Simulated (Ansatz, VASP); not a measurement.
## TiAl in VASP and in Ansatz

INCAR

```
  ALGO = Fast
  EDIFF = 1E-6
  EDIFFG = -0.05
  ENCUT = 600
  GGA = PS
  IBRION = 2
  ISIF = 3
  ISMEAR = 0
  LASPH = True
  LCHARG = False
  LREAL = False
  LWAVE = False
  NELM = 80
  NSW = 80
  PREC = Accurate
  SIGMA = 0.1
```

The input KPOINTS:

```
k-points
0
Gamma
  6 6 6
```

The input POSCAR:

```
TiAl
1.0
    3.0810149011      0.0000000000      0.0000000000
    0.0000000000      3.0810149011      0.0000000000
    0.0000000000      0.0000000000      3.0810149011
Al Ti
1 1
Direct
    0.0000000000      0.0000000000      0.0000000000
    0.5000000000      0.5000000000      0.5000000000
```

Input for Ansatz:

```yaml
crystal:
  lattice:
    - [3.0810149011, 0.0, 0.0]
    - [0.0, 3.0810149011, 0.0]
    - [0.0, 0.0, 3.0810149011]
  atoms:
    - { symbol: Al, position: [0.0, 0.0, 0.0] }
    - { symbol: Ti, position: [0.5, 0.5, 0.5] }
basis:
  ecutwfc: 420
kpoints:
  mp_grid: { grid: [6, 6, 6] }
hamiltonian:
  xc: pbesol
scf:
  occupations: { method: gaussian, width: 0.1 }
output:
  forces: true
  stress: true
  eigenvalues: true
relax:
  adjacent_minimum: "off"
  f_tol: 0.05
  max_steps: 60
  cell: { stress_tol: 0.5 }
```

Alike in both runs: task relaxation of cell and atoms; functional PBEsol; k mesh 6 × 6 × 6; occupations gaussian, width 0.1 eV; no spin polarisation.

|  | VASP | Ansatz |
| --- | --- | --- |
| version | VASP 6.6.1 | Ansatz 0.2.0 |
| potentials or method | VASP PAW PBE potentials, release 64 (Al, Ti_sv) | scalar-relativistic, plane waves, PAW |
| plane-wave cutoff (eV) | 600 | 420 |
| valence electrons in the cell | 15 | 15 |

|  | VASP | Ansatz | Ansatz less VASP |
| --- | --- | --- | --- |
| gap on the k mesh at the Fermi level, each at its own relaxed structure (eV) | none | none | - |
| relaxed volume (Å³/atom) | 15.71 | 15.71 | +0.001 |
| relaxed cell length with the largest relative difference (Å) | 3.155 | 3.155 | +0.0001 |
| energy change over the relaxation (meV/atom) | -31 | -31 | +0.3 |

A gap of «none» marks a metal or a gap that the smearing closes.

Caveats: the PAW data sets were made with another functional, which shifts forces and pressure a little (VASP).
